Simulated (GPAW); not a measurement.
The system is In.

```
In
1.0
    -1.88253    1.88253    1.88253
     1.88253   -1.88253    1.88253
     1.88253    1.88253   -1.88253
In
1
Direct
  0.00000 0.00000 0.00000
```

This isn't the form of In at room conditions, which is tetragonal.

Base run:

```yaml
Program: GPAW 26.7.0
Functional: PBEsol
Potentials_or_basis: PAW data sets generated in the run's folder for this functional
Cutoff: 600 eV
Basis: pw
k_mesh: 10 × 10 × 10
Occupations: fermi-dirac, width 0.05 eV
Spin: no spin polarisation
```

Its results: pressure -1.7 GPa.

Task: The run is repeated on the same cell with these changes: functional from PBEsol to LDA; potentials or basis from PAW data sets generated in the run's folder for this functional to the program's PAW data sets (release 1.2.1) made for this functional. What comes out?

Result: Pressure -3.1 GPa.
